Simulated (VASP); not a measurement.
MnAs:

```
Mn As
1.0
     3.36162    0.00000    0.00000
     0.00000    3.36162    0.00000
     0.00000    0.00000    3.36162
Mn As
1 1
Direct
  0.00000 0.00000 0.00000
  0.50000 0.50000 0.50000
```

The cell was built by a generator and needn't be a form met in nature.

Base run:

* Program: VASP 6.6.1
* Functional: PBE
* Potentials or basis: VASP PAW PBE potentials, release 64 (Mn_pv, As)
* Cutoff: 520 eV
* k mesh: 8 × 8 × 8
* Occupations: fermi-dirac, width 0.05 eV
* Spin: collinear spin, ferromagnetic start
* Starting moments: [4.0, 0.0] μB

Its results: band gap on the k mesh none (metal or under the smearing width); pressure -10.2 GPa; net moment 3.68 μB per cell; site moments Mn +3.79; As -0.18 μB.

Task: The run is repeated on the same cell with these changes: functional from PBE to r2SCAN. What comes out?

Result: Band gap on the k mesh none (metal or under the smearing width); pressure -7.2 GPa; net moment 3.94 μB per cell; site moments Mn +4.15; As -0.26 μB.

Caveats: a cell with one magnetic atom can't hold antiferromagnetic order, which such compounds often take; the PAW data sets were made with another functional, which shifts forces and pressure a little (some runs).

Not every run made on this cell is shown here.
